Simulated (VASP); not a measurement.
# SiC (F-43m) in VASP: further runs

The runs below take SiC through relaxation of cell and atoms, with PBE.

Program: VASP 6.6.1. These are calculated values, not measurements. Logs are shortened: lines on timing, memory, paths and dates and some standing lists are left out, and cuts for length are marked.

**1. Starting point**

The structure is cubic, space group F-43m (No. 216). The conventional cell has a = 4.358 Å, b = 4.358 Å, c = 4.358 Å, α = 90.00°, β = 90.00°, γ = 90.00°. Around Si (site symmetry -43m) lie 4 C at 1.89 Å. C (site symmetry -43m) has 4 Si at 1.89 Å as nearest neighbours.

**2. Relaxation of cell and atoms, PBE**

File INCAR:

```
SYSTEM = SiC
ALGO = Normal
EDIFF = 1E-7
EDIFFG = -0.002
ENCUT = 520
GGA = PE
IBRION = 2
ISIF = 3
ISMEAR = 0
KPAR = 4
LASPH = .TRUE.
LCHARG = .FALSE.
LREAL = .FALSE.
LWAVE = .FALSE.
NELM = 100
NSW = 80
PREC = Accurate
SIGMA = 0.02
```

File KPOINTS:

```
k-points
0
G
  12 12 12
  0 0 0
```

File POSCAR:

```
SiC
1.0
    0.0000000000      2.1790000000      2.1790000000
    2.1790000000      0.0000000000      2.1790000000
    2.1790000000      2.1790000000      0.0000000000
Si C
1 1
Direct
    0.0000000000      0.0000000000      0.0000000000
    0.2500000000      0.2500000000      0.2500000000
```

Potentials or basis: VASP PAW PBE potentials, release 64 (Si, C).

Launch:

```bash
$ cat potpaw_PBE.64/Si/POTCAR potpaw_PBE.64/C/POTCAR > POTCAR
$ mpirun -np 4 vasp_std > vasp.out
```

OUTCAR:

```text
SYSTEM = SiC
   EDIFF = 1E-7
   EDIFFG = -0.002
   ENCUT = 520
   GGA = PE
   IBRION = 2
   ISIF = 3
   ISMEAR = 0
   LASPH = .TRUE.
   LREAL = .FALSE.
   NELM = 100
   NSW = 80
   PREC = Accurate

 ion  position               nearest neighbor table
   1  0.000  0.000  0.000-   2 1.89   2 1.89   2 1.89   2 1.89
   2  0.250  0.250  0.250-   1 1.89   1 1.89   1 1.89   1 1.89

  LATTYP: Found a face centered cubic cell.
 ALAT       =     4.3580000000

  Lattice vectors:

 A1 = (   0.0000000000,   2.1790000000,   2.1790000000)
 A2 = (   2.1790000000,   0.0000000000,   2.1790000000)
 A3 = (   2.1790000000,   2.1790000000,   0.0000000000)

Analysis of symmetry for initial positions (statically):
=====================================================================
 Subroutine PRICEL returns:
 Original cell was already a primitive cell.

 Routine SETGRP: Setting up the symmetry group for a
 face centered cubic supercell.

 Subroutine GETGRP returns: Found 24 space group operations
 (whereof 24 operations were pure point group operations)
 out of a pool of 48 trial point group operations.

The static configuration has the point symmetry T_d .

Analysis of symmetry for dynamics (positions and initial velocities):
=====================================================================
 Subroutine PRICEL returns:
 Original cell was already a primitive cell.

 Routine SETGRP: Setting up the symmetry group for a
 face centered cubic supercell.

 Subroutine GETGRP returns: Found 24 space group operations
 (whereof 24 operations were pure point group operations)
 out of a pool of 48 trial point group operations.

The dynamic configuration has the point symmetry T_d .

 Subroutine INISYM returns: Found 24 space group operations
 (whereof 24 operations are pure point group operations),
 and found     1 'primitive' translations

----------------------------------------------------------------------------------------

                                     Primitive cell

  volume of cell :      20.6920

  direct lattice vectors                    reciprocal lattice vectors
     0.000000000  2.179000000  2.179000000    -0.229463056  0.229463056  0.229463056
     2.179000000  0.000000000  2.179000000     0.229463056 -0.229463056  0.229463056
     2.179000000  2.179000000  0.000000000     0.229463056  0.229463056 -0.229463056

  length of vectors
     3.081571352  3.081571352  3.081571352     0.397441672  0.397441672  0.397441672

  position of ions in fractional coordinates (direct lattice)
     0.000000000  0.000000000  0.000000000
     0.250000000  0.250000000  0.250000000

  ion indices of the primitive-cell ions
   primitive index   ion index
                 1           1
                 2           2

----------------------------------------------------------------------------------------

 KPOINTS: k-points

Automatic generation of k-mesh.
 Grid dimensions read from file:
 generate k-points for:   12   12   12

 Generating k-lattice:

  Cartesian coordinates                     Fractional coordinates (reciprocal lattice)
    -0.019121921  0.019121921  0.019121921     0.083333333  0.000000000  0.000000000
     0.019121921 -0.019121921  0.019121921     0.000000000  0.083333333  0.000000000
     0.019121921  0.019121921 -0.019121921     0.000000000  0.000000000  0.083333333

  Length of vectors
     0.033120139  0.033120139  0.033120139

  Shift w.r.t. Gamma in fractional coordinates (k-lattice)
     0.000000000  0.000000000  0.000000000

 Subroutine IBZKPT returns following result:
 ===========================================

 Found     72 irreducible k-points:

 Following reciprocal coordinates:
            Coordinates               Weight
  0.000000  0.000000  0.000000      1.000000
  0.083333  0.000000  0.000000      8.000000
  0.166667  0.000000  0.000000      8.000000
  0.250000  0.000000  0.000000      8.000000
  0.333333  0.000000  0.000000      8.000000
  0.416667  0.000000  0.000000      8.000000
[... 16 lines left out ...]
  0.500000  0.166667  0.000000     24.000000
 -0.416667  0.166667  0.000000     24.000000
 [... further k-points ...]
   k-points           NKPTS =     72   k-points in BZ     NKDIM =     72   number of bands    NBANDS=      8
   number of dos      NEDOS =    301   number of ions     NIONS =      2
   total plane-waves  NPLWV =  13824
   dimension x,y,z NGX =    24 NGY =   24 NGZ =   24
   dimension x,y,z NGXF=    48 NGYF=   48 NGZF=   48
   ions per type =               1   1
   NGX,Y,Z   is equivalent  to a cutoff of  12.95, 12.95, 12.95 a.u.
   NGXF,Y,Z  is equivalent  to a cutoff of  25.90, 25.90, 25.90 a.u.
 SYSTEM =  SiC
   PREC   = accura    normal or accurate (medium, high low for compatibility)
   ISTART =      0    job   : 0-new  1-cont  2-samecut
   ICHARG =      2    charge: 1-file 2-atom 10-const
   ISPIN  =      1    spin polarized calculation?
   LNONCOLLINEAR =      F non collinear calculations
   LSORBIT =      F    spin-orbit coupling
   LASPH  =      T    aspherical Exc in radial PAW
   ENCUT  =  520.0 eV  38.22 Ry    6.18 a.u.   5.73  5.73  5.73*2*pi/ulx,y,z
   NELM   =    100;   NELMIN=  2; NELMDL= -5     # of ELM steps
   EDIFF  = 0.1E-06   stopping-criterion for ELM
   LREAL  =      F    real-space projection
   EDIFFG = -.2E-02   stopping-criterion for IOM
   NSW    =     80    number of steps for IOM
   IBRION =      2    ionic relax: 0-MD 1-quasi-New 2-CG
   NFREE  =      1    steps in history (QN), initial steepest desc. (CG)
   ISIF   =      3    stress and relaxation
   ISYM   =      2    0-nonsym 1-usesym 2-fastsym
   POTIM  = 0.5000    time-step for ionic-motion
   TEBEG  =    0.0;   TEEND  =   0.0 temperature during run
   PSTRESS=    0.0 pullay stress
   NELECT =       8.0000    total number of electrons
   NUPDOWN=      -1.0000    fix difference up-down
   EMIN   =  10.00;   EMAX   =-10.00  energy-range for DOS
   EFERMI =   0.00;   METHOD = LEGACY
   ISMEAR =     0;   SIGMA  =   0.02  broadening in eV -4-tet -1-fermi 0-gaus
   EFERMI_NEDOS =   21; number of points for ismear=-14 and -15
   IALGO  =     38    algorithm
   IMIX   =      4    mixing-type and parameters
     AMIX     =   0.40;   BMIX     =  1.00
     AMIX_MAG =   1.60;   BMIX_MAG =  1.00
  volume/ion in A,a.u.               =      10.35        69.82
  Fermi-wavevector in a.u.,A,eV,Ry     =   1.192626  2.253736 19.352338  1.422357
  Thomas-Fermi vector in A             =   2.328660
   LORBIT       =      0    0 simple, 1 ext, 2 COOP (PROOUT), +10 PAW based schemes
   GGA     = PE    functional components
   LHFCALC =     F    Hartree Fock is set to
   AEXX    =    0.0000 exact exchange contribution
   IVDW    =     0    specifies the selected vdW correction
   LEPSILON=     F    determine dielectric tensor
   LRPA    =     F    only Hartree local field effects (RPA)
 conjugate gradient relaxation of ions
 non-spin polarized calculation
 Gauss-broadening in eV      SIGMA  =   0.02
  energy-cutoff  :      520.00
  volume of cell :       20.69
 maximum number of plane-waves:       568
   NGX = 11   NGY = 11   NGZ = 11

--------------------------------------- Ionic step        1  -------------------------------------------

 number of electron       8.0000001 magnetization

 Free energy of the ion-electron system (eV)
  ---------------------------------------------------
  ext. energy  EPLUGINS =         0.00000000
  ---------------------------------------------------
  free energy    TOTEN  =       -15.05784200 eV

  energy without entropy =      -15.05784200  energy(sigma->0) =      -15.05784200

------------------------ aborting loop because EDIFF is reached ----------------------------------------

  FORCE on cell =-STRESS in cart. coord.  units (eV):
  Direction    XX          YY          ZZ          XY          YZ          ZX
  --------------------------------------------------------------------------------------
  -------------------------------------------------------------------------------------
  Total        0.4145400      0.4145400      0.4145400      0.0000000      0.0000000      0.0000000
  in kB       32.0978033     32.0978033     32.0978033      0.0000000      0.0000000      0.0000000
  external PRESSURE =      32.0978033 kB  Pullay stress =       0.0000000 kB

 VOLUME and BASIS-vectors are now :
 -----------------------------------------------------------------------------
  energy-cutoff  :      520.00
  volume of cell :       20.69
      direct lattice vectors                 reciprocal lattice vectors
     0.000000000  2.179000000  2.179000000    -0.229463056  0.229463056  0.229463056
     2.179000000  0.000000000  2.179000000     0.229463056 -0.229463056  0.229463056
     2.179000000  2.179000000  0.000000000     0.229463056  0.229463056 -0.229463056
[... 37 lines left out ...]
 POSITION                                       TOTAL-FORCE (eV/Angst)
 -----------------------------------------------------------------------------------
     -0.00000      2.20079      2.20079         0.000000      0.000000      0.000000
      1.10039      1.10039      1.10039        -0.000000     -0.000000     -0.000000
 -----------------------------------------------------------------------------------
    total drift:                                0.000000      0.000000      0.000000

  FREE ENERGIE OF THE ION-ELECTRON SYSTEM (eV)
  ---------------------------------------------------
  free  energy   TOTEN  =       -15.0576939507 eV

  energy  without entropy=      -15.0576939507  energy(sigma->0) =      -15.05769395

--------------------------------------- Ionic step        3  -------------------------------------------

 number of electron       8.0000001 magnetization

 Free energy of the ion-electron system (eV)
  ---------------------------------------------------
  ext. energy  EPLUGINS =         0.00000000
  ---------------------------------------------------
  free energy    TOTEN  =       -15.06086297 eV

  energy without entropy =      -15.06086297  energy(sigma->0) =      -15.06086297

 E-fermi :   8.1124     XC(G=0): -11.2921

 val. band max:        7.9427479010   @ k =   0.0000   0.0000   0.0000
 cond. band min:       9.3133019836   @ k =   0.5000   0.5000   0.0000
 fundamental gap:      1.3705540826
 Fermi energy:         8.1124229757

 k-point     1 :       0.0000    0.0000    0.0000
  band No.  band energies     occupation
      1      -7.3456      2.00000
      2       7.9427      2.00000
      3       7.9427      2.00000
      4       7.9427      2.00000
      5      14.0046      0.00000
      6      15.1488      0.00000
      7      15.1488      0.00000
      8      15.1488      0.00000

 k-point     2 :       0.0833    0.0000    0.0000
  band No.  band energies     occupation
      1      -7.2113      2.00000
      2       7.2169      2.00000
      3       7.8481      2.00000
      4       7.8481      2.00000
      5      14.2586      0.00000
      6      15.2895      0.00000
      7      15.3230      0.00000
      8      15.3230      0.00000
[... 221 lines left out ...]
 k-point    23 :       0.5000    0.1667    0.0000
  band No.  band energies     occupation
      1      -3.6895      2.00000
      2       0.2390      2.00000
      3       5.1847      2.00000
      4       6.2048      2.00000
      5      12.7382      0.00000
      6      15.6545      0.00000
      7      16.7214      0.00000
      8      18.4523      0.00000

 k-point    24 :      -0.4167    0.1667    0.0000
  band No.  band energies     occupation
      1      -3.5138      2.00000
      2       0.0051      2.00000
      3       4.8758      2.00000
      4       6.4408      2.00000
      5      13.0399      0.00000
      6      15.5608      0.00000
      7      16.4087      0.00000
      8      18.9827      0.00000

 [... further k-points ...]

------------------------ aborting loop because EDIFF is reached ----------------------------------------

  FORCE on cell =-STRESS in cart. coord.  units (eV):
  Direction    XX          YY          ZZ          XY          YZ          ZX
  --------------------------------------------------------------------------------------
  -------------------------------------------------------------------------------------
  Total        0.0002601      0.0002601      0.0002601      0.0000000     -0.0000000      0.0000000
  in kB        0.0198447      0.0198447      0.0198447      0.0000000     -0.0000000      0.0000000
  external PRESSURE =       0.0198447 kB  Pullay stress =       0.0000000 kB

 VOLUME and BASIS-vectors are now :
 -----------------------------------------------------------------------------
  energy-cutoff  :      520.00
  volume of cell :       21.00
      direct lattice vectors                 reciprocal lattice vectors
    -0.000000000  2.189702150  2.189702150    -0.228341558  0.228341558  0.228341558
     2.189702150  0.000000000  2.189702150     0.228341558 -0.228341558  0.228341558
     2.189702150  2.189702150  0.000000000     0.228341558  0.228341558 -0.228341558

 POSITION                                       TOTAL-FORCE (eV/Angst)
 -----------------------------------------------------------------------------------
      0.00000      0.00000      0.00000         0.000000      0.000000     -0.000000
      1.09485      1.09485      1.09485        -0.000000     -0.000000      0.000000
 -----------------------------------------------------------------------------------
    total drift:                                0.000000      0.000000      0.000000

  FREE ENERGIE OF THE ION-ELECTRON SYSTEM (eV)
  ---------------------------------------------------
  free  energy   TOTEN  =       -15.0608629684 eV

  energy  without entropy=      -15.0608629684  energy(sigma->0) =      -15.06086297

 reached required accuracy - stopping structural energy minimisation
```

Wall time 14 s (4 MPI ranks of AMD EPYC 7R43 (Zen 3), shared host); peak memory 0.11 GiB.

Results:

- Free energy: -15.0609 eV
- Relaxed volume: 10.50 Å³/atom
- Relaxed cell: a = 3.097 Å, b = 3.097 Å, c = 3.097 Å, α = 60.00°, β = 60.00°, γ = 60.00°
- Space group after relaxing (to 0.05 Å): F-43m (No. 216)
- Energy gained by relaxing: 1.5 meV/atom
- Ionic steps: 3
- Pressure after relaxing: 0.0 GPa
- Band gap on the k mesh: 1.37 eV, indirect (least direct gap 4.53 eV)

The path:
```
step  energy change (eV)  largest force (eV/Å)  pressure (GPa)  volume (Å³)
   1              0.0000                0.0000            3.21        20.69
   2              0.0001                0.0000           -3.12        21.32
   3             -0.0030                0.0000            0.00        21.00
```

Final structure:
```
CELL_PARAMETERS angstrom
0.00000 2.18970 2.18970
2.18970 0.00000 2.18970
2.18970 2.18970 0.00000
ATOMIC_POSITIONS crystal
Si 0.00000 0.00000 0.00000
C 0.25000 0.25000 0.25000
```

Levels at points of the mesh, in eV from the valence-band top:
```csv
k point,band 1,band 2,band 3,band 4,band 5,band 6,band 7,band 8
"(0.00, 0.00, 0.00)",-15.29,0.00,0.00,0.00,6.06,7.21,7.21,7.21
"(0.50, 0.00, 0.00)",-11.78,-8.45,-1.05,-1.05,5.30,7.17,7.17,9.97
"(0.50, 0.50, 0.00)",-10.34,-7.75,-3.16,-3.16,1.37,4.27,13.86,13.86
```

A k mesh can miss the band edges. Zero-point motion and thermal expansion aren't in these numbers.

**3. Relaxation of cell and atoms, PBE**

This run uses another cell than the first one, of 10.50 Å³/atom, 1.015 times its volume.

INCAR is that of step 2.

KPOINTS is that of step 2.

File POSCAR:

```
SiC                                     
1.0
   -0.0000000000      2.1897021501      2.1897021501
    2.1897021501      0.0000000000      2.1897021501
    2.1897021501      2.1897021501      0.0000000000
  Si              C             
     1     1
Direct
     0.0000000000000000    0.0000000000000000    0.0000000000000000
     0.2500000000000000    0.2500000000000000    0.2500000000000000
```

Potentials or basis: VASP PAW PBE potentials, release 64 (Si, C).

Launch:

```bash
$ cat potpaw_PBE.64/Si/POTCAR potpaw_PBE.64/C/POTCAR > POTCAR
$ mpirun -np 4 vasp_std > vasp.out
```

Wall time 7.9 s (4 MPI ranks of AMD EPYC 7R43 (Zen 3), shared host); peak memory 0.1 GiB.

The run converged. Its results:

```
Free energy             : -15.0610 eV
Pressure after relaxing : 0.0 GPa
Band gap on the k mesh  : 1.37 eV, indirect (least direct gap 4.53 eV)
```

Final structure:
```
Si C
1.0
     0.00000    2.18970    2.18970
     2.18970    0.00000    2.18970
     2.18970    2.18970    0.00000
Si C
1 1
Direct
  0.00000 0.00000 0.00000
  0.25000 0.25000 0.25000
```

Levels at points of the mesh, in eV from the valence-band top:
| k point | band 2 | band 3 | band 4 | band 5 | band 6 | band 7 |
| --- | --- | --- | --- | --- | --- | --- |
| (0.00, 0.00, 0.00) | 0.00 | 0.00 | 0.00 | 6.06 | 7.21 | 7.21 |
| (0.50, 0.00, 0.00) | -8.45 | -1.05 | -1.05 | 5.30 | 7.17 | 7.17 |
| (0.50, 0.50, 0.00) | -7.75 | -3.16 | -3.16 | 1.37 | 4.27 | 13.86 |

Caveat: the relaxation stopped at its first step, so nothing moved.
